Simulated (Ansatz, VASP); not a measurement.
**AlN in VASP and in Ansatz**

The input INCAR:

```
  ALGO = Normal
  EDIFF = 1E-6
  ENCUT = 520
  GGA = CA
  ISIF = 2
  ISMEAR = 0
  LASPH = T
  LCHARG = F
  LREAL = F
  LWAVE = F
  NBANDS = 16
  NELM = 80
  PREC = Accurate
  SIGMA = 0.05
```

File KPOINTS:

```
k-points
0
Gamma
  8 8 6
```

Contents of POSCAR:

```
AlN
1.0
    0.0000000000     -2.0221659415     -2.0221659415
    0.0000000000      2.0221659415     -2.0221659415
    4.0443318830      0.0000000000      0.0000000000
Al N
2 2
Direct
    0.5111691724      0.4888308276      0.0000000000
   -0.0111691724      0.0111691724      0.5000000000
    0.4954255797      0.5045744203      0.5000000000
    0.0045744203      0.9954255797      0.0000000000
```

Input for Ansatz:

```yaml
crystal:
  lattice:
    - [0.0, -2.0221659415, -2.0221659415]
    - [0.0, 2.0221659415, -2.0221659415]
    - [4.044331883, 0.0, 0.0]
  atoms:
    - { symbol: Al, position: [0.5111691724, 0.4888308276, 0.0] }
    - { symbol: Al, position: [-0.0111691724, 0.0111691724, 0.5] }
    - { symbol: "N", position: [0.4954255797, 0.5045744203, 0.5] }
    - { symbol: "N", position: [0.0045744203, 0.9954255797, 0.0] }
basis:
  ecutwfc: 520.0
kpoints:
  mp_grid: { grid: [8, 8, 6] }
hamiltonian:
  xc: lda
scf:
  occupations: { method: gaussian, width: 0.05 }
output:
  forces: true
  stress: true
  eigenvalues: true
```

Change from the starting cell: mode 4 frozen in at -0.045 Å, equal normal strain along x, y and z +0.0083.

Alike in both runs: task single point; functional LDA; k mesh 8 × 8 × 6; occupations gaussian, width 0.05 eV; no spin polarisation.

|  | VASP | Ansatz |
| --- | --- | --- |
| version | VASP 6.6.1 | Ansatz 0.2.0 |
| potentials or method | VASP PAW LDA potentials, release 64 (Al, N) | scalar-relativistic, plane waves, PAW |
| plane-wave cutoff (eV) | 520 | 520 |
| valence electrons in the cell | 16 | 16 |

|  | VASP | Ansatz | Ansatz less VASP |
| --- | --- | --- | --- |
| gap on the k mesh at the Fermi level (eV) | 4.44 | 4.45 | +0.012 |
| least direct gap on the mesh (eV) | 4.45 | 4.47 | +0.012 |
| pressure (GPa) | -5.8 | -6.4 | -0.53 |
| largest component of the traceless stress (GPa) | 0.30 | 0.30 | -0.003 |
| rms of the force components (eV/Å) | 0.198 | 0.196 | -0.0018 |

Atom by atom the forces differ by 0.004 eV/Å (rms over components).

A k mesh can miss the band edges.
